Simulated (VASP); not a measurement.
Write the native input for VASP 6.6.1 that does the following.

| Property | Result |
| --- | --- |
| Task | relaxation of cell and atoms |
| Functional | PBE |
| Dispersion | D3 |
| Potentials or basis | VASP PAW PBE potentials, release 64 (Hg, Se) |
| Cutoff | 600 eV |
| k mesh | 8 × 8 × 8 |
| Occupations | fermi-dirac, width 0.05 eV |
| Spin | no spin polarisation |
| Further INCAR settings | ALGO = Fast; EDIFF = 1e-06; IBRION = 2; EDIFFG = -0.01; NSW = 60; ISIF = 3 |

The structure of HgSe lies in POSCAR:

```
HgSe
1.0
    0.0000000000      3.0390000000      3.0390000000
    3.0390000000      0.0000000000      3.0390000000
    3.0390000000      3.0390000000      0.0000000000
Hg Se
1 1
Direct
    0.0000000000      0.0000000000      0.0000000000
    0.7500000000      0.7500000000      0.7500000000
```

One way to write it, as run:

INCAR

```
SYSTEM = HgSe
PREC     = Accurate       ! precision mode
ENCUT    = 600            ! plane-wave cutoff, eV
EDIFF    = 1E-6           ! SCF threshold, eV
ISMEAR   = -1             ! smearing method
SIGMA    = 0.05           ! smearing width, eV
LREAL    = .FALSE.        ! projectors in reciprocal space
LASPH    = .TRUE.         ! aspherical terms in the spheres
NELM     = 60             ! most SCF steps
ALGO     = Fast           ! electronic algorithm
ISIF     = 3              ! what is computed and relaxed
LWAVE    = .FALSE.        ! write WAVECAR
LCHARG   = .FALSE.        ! write CHGCAR
GGA      = PE             ! functional
IVDW     = 11             ! dispersion correction
IBRION   = 2              ! ionic algorithm
NSW      = 60             ! ionic steps
EDIFFG   = -0.01          ! ionic threshold
```

KPOINTS

```
regular mesh
0
G
  8 8 8
  0 0 0
```

Potentials or basis: VASP PAW PBE potentials, release 64 (Hg, Se).

Command:

```bash
$ cat potpaw_PBE.64/Hg/POTCAR potpaw_PBE.64/Se/POTCAR > POTCAR
$ mpirun -np 1 vasp_std > vasp.out
```

It gave:

| Property | Result |
| --- | --- |
| Relaxed volume | 29.37 Å³/atom |
| Relaxed cell | a = 4.363 Å, b = 4.363 Å, c = 4.363 Å, α = 60.00°, β = 60.00°, γ = 60.00° |
| Space group after relaxing (to 0.05 Å) | F-43m (No. 216) |
| Energy gained by relaxing | 9.6 meV/atom |
| Ionic steps | 6 |
| Pressure after relaxing | 0.0 GPa |
| Band gap on the k mesh | none (metal or under the smearing width) |
| Dispersion energy per atom | -0.291 eV |

Caveat: pairwise dispersion overbinds metals, which lowers pressure and volume.

It took 45 s on 1 thread of Intel(R) Xeon(R) 6975P-C (Granite Rapids), on a shared host, peak memory 0.23 GiB.
